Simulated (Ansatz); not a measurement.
# Zr3Si: the cost of one run

Computed with Ansatz 0.2.0 (DFT r2SCAN, scalar-relativistic, plane waves, PAW, unless a step's input says otherwise).

1 further run of the same task is left out (set aside as unsound or not needed).

## 1. The structure to begin with

Symmetry: P6_3/mmc, No. 194, hexagonal system. Conventional cell: a = 6.098 Å, b = 6.098 Å, c = 4.947 Å, α = 90.00°, β = 90.00°, γ = 120.00°. Zr (site symmetry mm2) is surrounded by 8 Zr at 2.94 to 3.16 Å and 4 Si at 3.00 to 3.05 Å. Around Si (site symmetry -6m2) lie 12 Zr at 3.00 to 3.05 Å.

Coordinates:

```cif
data_structure
_symmetry_space_group_name_H-M 'P 1'
_symmetry_Int_Tables_number 1
_cell_length_a 6.0983
_cell_length_b 4.9470
_cell_length_c 10.5626
_cell_angle_alpha 90.000
_cell_angle_beta 90.000
_cell_angle_gamma 90.000
_cell_volume 318.66
loop_
_atom_site_label
_atom_site_type_symbol
_atom_site_fract_x
_atom_site_fract_y
_atom_site_fract_z
_atom_site_occupancy
Zr1 Zr 0.00000 0.25000 0.17262 1
Zr2 Zr 0.50000 0.25000 0.67262 1
Zr3 Zr 0.24108 0.25000 0.41369 1
Zr4 Zr 0.74108 0.25000 0.91369 1
Zr5 Zr 0.75892 0.25000 0.41369 1
Zr6 Zr 0.25892 0.25000 0.91369 1
Zr7 Zr 0.50000 0.75000 0.32738 1
Zr8 Zr 0.00000 0.75000 0.82738 1
Zr9 Zr 0.25892 0.75000 0.08631 1
Zr10 Zr 0.75892 0.75000 0.58631 1
Zr11 Zr 0.74108 0.75000 0.08631 1
Zr12 Zr 0.24108 0.75000 0.58631 1
Si1 Si 0.00000 0.75000 0.33333 1
Si2 Si 0.50000 0.75000 0.83333 1
Si3 Si 0.50000 0.25000 0.16667 1
Si4 Si 0.00000 0.25000 0.66667 1
```

It goes back to an entry of the Materials Project, which need not be the stable form.

It is built from the cell relaxed beforehand with the same method (19.92 Å³/atom).

## 2. The reference: the undisturbed cell on the scan's mesh

input.yaml

```yaml
crystal:
  lattice:
    - [3.0491657383, -5.2813099794, 0.0]
    - [0.0, 0.0, -4.9470163384]
    - [9.1474972148, 5.2813099794, 0.0]
  atoms:
    - { symbol: Zr, position: [1.0, 0.25, 0.1726160882] }
    - { symbol: Zr, position: [0.5, 0.25, 0.6726160882] }
    - { symbol: Zr, position: [0.2410758678, 0.25, 0.4136919559] }
    - { symbol: Zr, position: [0.7410758678, 0.25, 0.9136919559] }
    - { symbol: Zr, position: [0.7589241322, 0.25, 0.4136919559] }
    - { symbol: Zr, position: [0.2589241322, 0.25, 0.9136919559] }
    - { symbol: Zr, position: [0.5, 0.75, 0.3273839118] }
    - { symbol: Zr, position: [1.0, 0.75, 0.8273839118] }
    - { symbol: Zr, position: [0.2589241322, 0.75, 0.0863080441] }
    - { symbol: Zr, position: [0.7589241322, 0.75, 0.5863080441] }
    - { symbol: Zr, position: [0.7410758678, 0.75, 0.0863080441] }
    - { symbol: Zr, position: [0.2410758678, 0.75, 0.5863080441] }
    - { symbol: Si, position: [1.0, 0.75, 0.3333333333] }
    - { symbol: Si, position: [0.5, 0.75, 0.8333333333] }
    - { symbol: Si, position: [0.5, 0.25, 0.1666666667] }
    - { symbol: Si, position: [0.0, 0.25, 0.6666666667] }
basis:
  ecutwfc: 500
kpoints:
  mp_grid: { grid: [7, 8, 4] }
hamiltonian:
  xc: r2scan
scf:
  occupations: { method: gaussian, width: 0.15 }
output:
  forces: true
  stress: true
  eigenvalues: true
  write_density: true
  write_potential: true
  elf: true
  volumetric_format: npy
```

Command:

```
ansatz run input.yaml --threads 2 --pin off --max-ram 5120MiB --backend cpu --events-out ev --progress --plain --runs-dir out
```

What time and memory should one allow on 2 threads of Oxide Virtual Turin-like (Zen 5), shared host?

About 2.1 min, with a peak of 2.3 GiB.
